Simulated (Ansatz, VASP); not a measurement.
# W: VASP beside Ansatz

```
CELL_PARAMETERS angstrom
0.00000 2.03000 2.00970
2.03000 0.00000 2.00970
2.03000 2.03000 0.00000
ATOMIC_POSITIONS crystal
W 0.00000 0.00000 0.00000
```

Change from the starting cell: zz strain of -1 %, crystal datasets.

Alike in both runs: task electric field gradients; functional LDA; k mesh 14 × 14 × 14; occupations fermi-dirac, width 0.05 eV; no spin polarisation.

|  | VASP | Ansatz |
| --- | --- | --- |
| version | VASP 6.6.1 | Ansatz 0.2.0 |
| potentials or method | VASP PAW LDA potentials, release 64 (W_sv), cutoff 520 eV | all-electron PAW with datasets made for the crystal, scalar-relativistic |

|  | VASP | Ansatz | Ansatz less VASP |
| --- | --- | --- | --- |
| pressure (GPa) | -13.8 | -15.2 | -1.40 |
| largest component of the traceless stress (GPa) | 2.16 | 2.15 | -0.016 |
| Vzz of the field gradient on the site that differs most (V/Å²) | 6.8 | 5.0 | -1.79 |

Ansatz ran all-electron here, so the differences hold the error of VASP's frozen core and of both bases. Ansatz warned: «gradients_without_spin_orbit».

The runs have no spin-orbit coupling, so splittings on W are missing.
